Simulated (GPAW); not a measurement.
# Al2O3 (Corundum) (R-3c) in GPAW: notebook, part 2 of 3

GPAW 26.7.0. Earlier steps stand in the parts before.

### 3 Dielectric tensor, LDA

The input, run.py:

```python
import numpy as np
import spglib
from ase import Atoms
from ase.dft.bandgap import bandgap
from ase.io import read, write
from gpaw import GPAW, PW
from gpaw.response.df import DielectricFunction

atoms = read('Al2O3.cif')
cell, positions, numbers = spglib.find_primitive(
    (atoms.cell[:], atoms.get_scaled_positions(), atoms.numbers), symprec=1e-4)
atoms = Atoms(numbers, cell=cell, scaled_positions=positions, pbc=True)

calc = GPAW(mode=PW(600),
            xc='LDA',
            kpts={'size': (6, 6, 6), 'gamma': True},
            occupations={'name': 'fermi-dirac', 'width': 0.05},
            nbands=44,
            convergence={'density': 1e-06},
            maxiter=80,
            txt='gpaw.txt')
atoms.calc = calc
energy = atoms.get_potential_energy()
calc.write('gs.gpw')
write('result.traj', atoms)
print(f'Energy: {energy:.6f} eV')
print('Fermi level:', round(calc.get_fermi_level(), 4), 'eV')
print(f'Gap: {bandgap(calc)[0]:.4f} eV, direct: {bandgap(calc, direct=True)[0]:.4f} eV')

for size in [(4, 4, 4), (5, 5, 5)]:
    name = 'x'.join(str(n) for n in size)
    dense = calc.fixed_density(kpts={'size': size, 'gamma': True},
                               nbands=130, convergence={'bands': 124},
                               update_fermi_level=True, txt=f'dense-{name}.txt')
    dense.write(f'{name}.gpw', mode='all')
    df = DielectricFunction(f'{name}.gpw', frequencies=np.array([0.0]), hilbert=False, eta=0.001,
                            ecut=120, nbands=124, intraband=False, txt=f'df-{name}.txt')
    for xc in ['RPA', 'Bootstrap', 'LR0.1']:
        for direction in ['x', 'y', 'z', [0, 1, 1], [1, 0, 1], [1, 1, 0]]:
            e0, e = df.get_macroscopic_dielectric_constant(xc=xc, direction=direction)
            print(f'{name} {xc} {direction}: {e0:.4f} without, {e:.4f} with local fields')
```

The input, Al2O3.cif:

```cif
data_Al2O3
_cell_length_a 4.76050000
_cell_length_b 4.76050000
_cell_length_c 12.99560000
_cell_angle_alpha 90.00000000
_cell_angle_beta 90.00000000
_cell_angle_gamma 120.00000000
_space_group_name_H-M_alt 'R-3c'
_space_group_name_Hall '-R 3 2"c'
_space_group_IT_number 167
loop_
_space_group_symop_operation_xyz
'x,y,z'
'-x,-y,-z'
'-y,x-y,z'
'y,-x+y,-z'
'-x+y,-x,z'
'x-y,x,-z'
'y,x,-z+1/2'
'-y,-x,z+1/2'
'x-y,-y,-z+1/2'
'-x+y,y,z+1/2'
'-x,-x+y,-z+1/2'
'x,x-y,z+1/2'
'x+2/3,y+1/3,z+1/3'
'-x+2/3,-y+1/3,-z+1/3'
'-y+2/3,x-y+1/3,z+1/3'
'y+2/3,-x+y+1/3,-z+1/3'
'-x+y+2/3,-x+1/3,z+1/3'
'x-y+2/3,x+1/3,-z+1/3'
'y+2/3,x+1/3,-z+5/6'
'-y+2/3,-x+1/3,z+5/6'
'x-y+2/3,-y+1/3,-z+5/6'
'-x+y+2/3,y+1/3,z+5/6'
'-x+2/3,-x+y+1/3,-z+5/6'
'x+2/3,x-y+1/3,z+5/6'
'x+1/3,y+2/3,z+2/3'
'-x+1/3,-y+2/3,-z+2/3'
'-y+1/3,x-y+2/3,z+2/3'
'y+1/3,-x+y+2/3,-z+2/3'
'-x+y+1/3,-x+2/3,z+2/3'
'x-y+1/3,x+2/3,-z+2/3'
'y+1/3,x+2/3,-z+1/6'
'-y+1/3,-x+2/3,z+1/6'
'x-y+1/3,-y+2/3,-z+1/6'
'-x+y+1/3,y+2/3,z+1/6'
'-x+1/3,-x+y+2/3,-z+1/6'
'x+1/3,x-y+2/3,z+1/6'
loop_
_atom_site_label
_atom_site_type_symbol
_atom_site_symmetry_multiplicity
_atom_site_Wyckoff_symbol
_atom_site_fract_x
_atom_site_fract_y
_atom_site_fract_z
_atom_site_occupancy
Al1 Al 12 c 0.6666666667 0.3333333333 0.1854933333 1
O1 O 18 e 0.9733466667 0.6400133333 0.0833333333 1
```

Potentials or basis: the program's PAW data sets (release 1.2.1) made for this functional, pw.

Run with:

```console
$ OMP_NUM_THREADS=1 python run.py
```

gpaw.txt:

```text
__  _  _
 | _ |_)|_||  |
 |__||  | ||/\| - 26.7.0

Input parameters:
  mode=PW(ecut=600.0),
  convergence={'density': 1e-06},
  kpts=MonkhorstPack(size=(6, 6, 6), gamma=True),
  maxiter=80,
  nbands=44,
  occupations=Occupations(name='fermi-dirac', width=0.05),
  xc=XC(name='LDA')

Diagonalizing LCAO Hamiltonian
Converting LCAO to pw mode

            Al

           OAl
                O
         O     O
        O
            AO

            Al

Atoms  # Å, Bohr magnetons
|   | symbol |         x |         y |         z |    initial magnetic moments |
|---|--------|-----------|-----------|-----------|-----------------------------|
| 0 |     Al |  0.000000 |  0.000000 | 11.074330 | ( 0.0000,  0.0000,  0.0000) |
| 1 |     Al | -0.000000 | -0.000000 |  1.921270 | ( 0.0000,  0.0000,  0.0000) |
| 2 |     Al | -0.000000 | -0.000000 |  8.419070 | ( 0.0000,  0.0000,  0.0000) |
| 3 |     Al | -0.000000 |  0.000000 |  4.576530 | ( 0.0000,  0.0000,  0.0000) |
| 4 |      O | -1.650275 | -0.109884 |  5.414833 | ( 0.0000,  0.0000,  0.0000) |
| 5 |      O |  1.650275 |  0.109884 |  7.580767 | ( 0.0000,  0.0000,  0.0000) |
| 6 |      O |  0.920300 | -1.374238 |  5.414833 | ( 0.0000,  0.0000,  0.0000) |
| 7 |      O | -0.920300 |  1.374238 |  7.580767 | ( 0.0000,  0.0000,  0.0000) |
| 8 |      O |  0.729975 |  1.484122 |  5.414833 | ( 0.0000,  0.0000,  0.0000) |
| 9 |      O | -0.729975 | -1.484122 |  7.580767 | ( 0.0000,  0.0000,  0.0000) |

Unit cell  # Å
| periodic |         x |         y |        z |  lengths |    angles |
|----------|-----------|-----------|----------|----------|-----------|
|      yes |  2.380250 |  1.374238 | 4.331867 | 5.130223 | 55.286671 |
|      yes | -2.380250 |  1.374238 | 4.331867 | 5.130223 | 55.286671 |
|      yes |  0.000000 | -2.748476 | 4.331867 | 5.130223 | 55.286671 |

Number of symmetries: 6
Symmetry operations  # r_c * U_cc + t_c -> r_c
|   | kind |            matrix            |
|---|------|------------------------------|
| 0 |  E   |  1, 0, 0,  0, 1, 0,  0, 0, 1 |
| 1 |  C3  |  0, 1, 0,  0, 0, 1,  1, 0, 0 |
| 2 |  C3  |  0, 0, 1,  1, 0, 0,  0, 1, 0 |
| 3 |  S6  |  0, 0,-1, -1, 0, 0,  0,-1, 0 |
| 4 |  S6  |  0,-1, 0,  0, 0,-1, -1, 0, 0 |
| 5 |  i   | -1, 0, 0,  0,-1, 0,  0, 0,-1 |

BZ-sampling:
  Number of BZ points: 216
  Number of IBZ points: 40

  Monkhorst-Pack size: [6, 6, 6]
  Monkhorst-Pack shift: [0.08333333333333333, 0.08333333333333333, 0.08333333333333333]

K-points  # in reciprocal-cell coordinates
|     |                                coordinates |     weight |
[... 48 lines left out ...]
    |------|--------|-------------|----------|
    |   3s |  2.000 |      -7.830 |    1.085 |
    |   3p |  1.000 |      -2.783 |    1.085 |
    |    s |        |      19.382 |    1.085 |
    |    p |        |      24.428 |    1.085 |
    |    d |        |       0.000 |    1.085 |

    Using partial waves for Al as LCAO basis

  O:
    name:    Oxygen
    Z:       8.0
    valence: 6
    core:    2
    charge:  0.0  # [|e|]
    compensation charges:
      type: gauss
      rc: 0.21  # [Å]
      lmax: 2
    cutoffs:
      filter: 1.17  # [Å]
      core: 0.83  # [Å]
    projectors
    | kind |    occ | energy [eV] | rcut [Å] |
    |------|--------|-------------|----------|
    |   2s |  2.000 |     -23.752 |    0.688 |
    |   2p |  4.000 |      -9.195 |    0.598 |
    |    s |        |       3.459 |    0.688 |
    |    p |        |      18.016 |    0.598 |
    |    d |        |       0.000 |    0.619 |

    Using partial waves for O as LCAO basis

Reference energy: -38481.133639  # eV

eigensolver:
  PPCG
  Converge bands: occupied
  niter=2

density mixing:
  MSR1-Mixer
  Pratt-step length: 0.05
  Maximum mixing coefficient: 0.75
  Old densities: 10
  SVD Regularization: 0.005
  Good broyden scale: 1.0
  Trust region scale: 1.0
  Backstep threshold: 4.0
  History deletion threshold: 6.0
  Fourier metric: weight=20.0, sigma=0.015

occupation numbers:
  Fermi-Dirac:
    width: 0.0500  # eV

poisson solver:
  ecut: 4800.0  # eV

xc functional:
  name: None

convergence criteria:
- Maximum integral of absolute [dens]ity change: 1e-06 electrons / valence electron
- Maximum [total energy] change in last 3 cyles: 0.0005 eV / valence electron
- Maximum integral of absolute [eigenst]ate change: 4e-08 eV^2 / valence electron
maximum number of iterations: 80

SCF iterations
|iter     | |      energy | eigst |  dens |
|---------|-|-------------|-------|-------|
|iter:   1| |  -90.475625 | +0.17 |       |
|iter:   2| |  -88.804042 | -1.99 | -0.72 |
|iter:   3| |  -83.656235 | -1.14 | -0.78 |
|iter:   4| |  -83.627844 | -2.91 | -1.36 |
|iter:   5| |  -83.630253 | -3.89 | -1.67 |
|iter:   6| |  -83.630348c| -6.05 | -2.93 |
|iter:   7| |  -83.630358c| -7.01 | -3.37 |
|iter:   8| |  -83.630358c| -7.62c| -4.64 |
|iter:   9| |  -83.630358c| -8.75c| -5.32 |
|iter:  10| |  -83.630358c| -9.91c| -6.12c|

Converged in 10 steps
Energy contributions relative to reference atoms: (reference = -38481.133639)

Energy contributions:
  Kinetic:          81.955570
  Coulomb:         -71.997448
  Zero:              0.823699
  External:          0.000000
  Xc:              -94.412179
  Entropy:          -0.000000
  Spinorbit:         0.000000
  ----------------------------
  Free energy:     -83.630358
  Extrapolated:    -83.630358

dipole moment: (-0.000000, -0.000000, -0.000003)  # |e|*Ang

Fermi level: 7.409
Eigenvalues  # (at kpt = [0.000, 0.000, 0.000])
| band index |      eig [eV] | occ [0-2] |
|------------|---------------|-----------|
|          0 |       -13.123 |     2.000 |
|        ... |               |           |
|         16 |         4.461 |     2.000 |
|         17 |         4.593 |     2.000 |
|         18 |         4.593 |     2.000 |
|         19 |         5.403 |     2.000 |
|         20 |         5.403 |     2.000 |
|         21 |         5.875 |     2.000 |
[... 8 lines left out ...]
|         30 |        18.044 |     0.000 |
|         31 |        18.044 |     0.000 |
|        ... |               |           |
|         43 |        25.385 |     0.000 |

Gap: 6.167 eV
Transition (v -> c):
  (s=0, k=0, n=23, [0.00, 0.00, 0.00]) -> (s=0, k=0, n=24, [0.00, 0.00, 0.00])
No difference between direct/indirect transitions
# Writing to gs.gpw (mode='')
```

stdout:

```text
Energy: -83.630358 eV
Fermi level: 7.4087 eV
Gap: 6.1669 eV, direct: 6.1669 eV
4x4x4 RPA x: 3.3376 without, 3.1186 with local fields
4x4x4 RPA y: 3.3376 without, 3.1186 with local fields
4x4x4 RPA z: 3.2940 without, 3.0922 with local fields
[... 23 lines left out ...]
5x5x5 Bootstrap z: 3.2926 without, 3.7871 with local fields
5x5x5 Bootstrap [0, 1, 1]: 3.3140 without, 3.7992 with local fields
5x5x5 Bootstrap [1, 0, 1]: 3.3140 without, 3.7992 with local fields
5x5x5 Bootstrap [1, 1, 0]: 3.3354 without, 3.8110 with local fields
5x5x5 LR0.1 x: 3.3354 without, 3.1541 with local fields
5x5x5 LR0.1 y: 3.3354 without, 3.1541 with local fields
5x5x5 LR0.1 z: 3.2926 without, 3.1276 with local fields
5x5x5 LR0.1 [0, 1, 1]: 3.3140 without, 3.1408 with local fields
5x5x5 LR0.1 [1, 0, 1]: 3.3140 without, 3.1408 with local fields
5x5x5 LR0.1 [1, 1, 0]: 3.3354 without, 3.1541 with local fields
```

Wall time 15 min (1 thread of Arm Neoverse V2, shared host); peak memory 0.74 GiB.

What came out:

| Property | Result |
| --- | --- |
| Free energy | -83.6304 eV |
| Band gap on the k mesh | 6.17 eV, direct |
| Electronic dielectric tensor (diagonal) | 3.12, 3.12, 3.09 |

Electronic dielectric tensor:
```
3.12 0.00 0.00
0.00 3.12 0.00
0.00 0.00 3.09
```

Caveat: the long-wavelength limit can be off by a per cent or two; an odd mesh through Γ misses points on the zone boundary, where band edges often lie.

(Continued in part 3 of 3.)
